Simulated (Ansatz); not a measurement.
Where the states of MnAs lie

```cif
data_structure
_symmetry_space_group_name_H-M 'Fm-3m'
_symmetry_Int_Tables_number 225
_cell_length_a 5.1660
_cell_length_b 5.1660
_cell_length_c 5.1660
_cell_angle_alpha 90.000
_cell_angle_beta 90.000
_cell_angle_gamma 90.000
_cell_volume 137.87
loop_
_atom_site_label
_atom_site_type_symbol
_atom_site_symmetry_multiplicity
_atom_site_Wyckoff_symbol
_atom_site_fract_x
_atom_site_fract_y
_atom_site_fract_z
_atom_site_occupancy
Mn1 Mn 4 a 0.00000 0.00000 0.00000 1
As1 As 4 b 0.50000 0.00000 0.00000 1
```

The runs use the primitive cell with vectors (0.000, 2.583, 2.583), (2.583, 0.000, 2.583), (2.583, 2.583, 0.000) Å, to which the k mesh refers.

It takes space group Fm-3m (No. 225, cubic). The conventional cell has a = 5.166 Å, b = 5.166 Å, c = 5.166 Å, α = 90.00°, β = 90.00°, γ = 90.00°. Mn (site symmetry m-3m) is surrounded by 6 As at 2.58 Å. As (site symmetry m-3m) is surrounded by 6 Mn at 2.58 Å.

The cell was built from the rocksalt type and relaxed in the same program, and has space group Fm-3m; it needn't be a known or the stable phase.

Other magnetic orders may lie lower; this is the state that the run reached.

Computed with Ansatz 0.2.0, DFT, PBE, all-electron LAPW, scalar-relativistic.

Numerical set-up: a Γ-centred 12×12×12 k mesh, Fermi–Dirac smearing of 0.08 eV, basis error target 1 meV/atom, spin-polarised from start moments Mn1 4 μB, ending with a cell moment of 3.69 μB.

States per eV and cell, averaged over 0.6 eV, from -7.0 to 5.4 eV, with energies (bin centres) from the Fermi level; empty bins are left out. The partial columns, the largest 4 alone, are projections on Löwdin-orthogonalised atomic shells (those that the program's projection atoms carry: the occupied ones and, for some elements, an empty d or f shell; other empty shells have no column), summed over atoms of an element and both spins. Weights on diffuse s and p shells depend on that basis and aren't pure angular character.

```tsv
E (eV)	spin-up	spin-down	Mn 3d	As 4p	Mn 4s	As 4s
-6.8	0.01	0.00	0.00	0.00	0.00	0.00
-6.2	0.19	0.02	0.04	0.13	0.04	0.00
-5.6	0.56	0.21	0.15	0.48	0.10	0.02
-5.0	0.66	0.77	0.24	1.01	0.11	0.04
-4.4	0.98	0.36	0.56	0.70	0.03	0.03
-3.8	1.99	0.45	1.52	0.86	0.02	0.02
-3.2	0.82	0.57	0.83	0.51	0.01	0.01
-2.6	3.05	1.26	3.36	0.87	0.03	0.02
-2.0	1.14	0.94	1.16	0.80	0.07	0.02
-1.4	0.83	0.31	0.60	0.40	0.06	0.06
-0.8	0.67	0.14	0.37	0.34	0.04	0.03
-0.2	0.58	0.28	0.42	0.35	0.03	0.02
0.4	0.54	1.23	1.27	0.37	0.03	0.02
1.0	0.48	2.57	2.43	0.40	0.09	0.04
1.6	0.39	2.17	1.89	0.50	0.07	0.04
2.2	0.38	0.85	0.64	0.46	0.04	0.03
2.8	0.17	0.57	0.34	0.27	0.05	0.02
3.4	0.11	0.45	0.21	0.19	0.08	0.02
4.0	0.17	0.30	0.12	0.14	0.12	0.01
4.6	0.32	0.13	0.02	0.06	0.15	0.01
5.2	0.48	0.31	0.03	0.09	0.19	0.02
```

Problem. Which of the resolved shells contributes most within 0.3 eV of the Fermi level?

Solution. Mn 3d, with 58 % of all states there; As 4p follows with 33 %.

Problem. Where is the centre of the filled Mn 3d states between -14 eV and the top of the filled states?

Solution. -2.87 eV from the Fermi level.
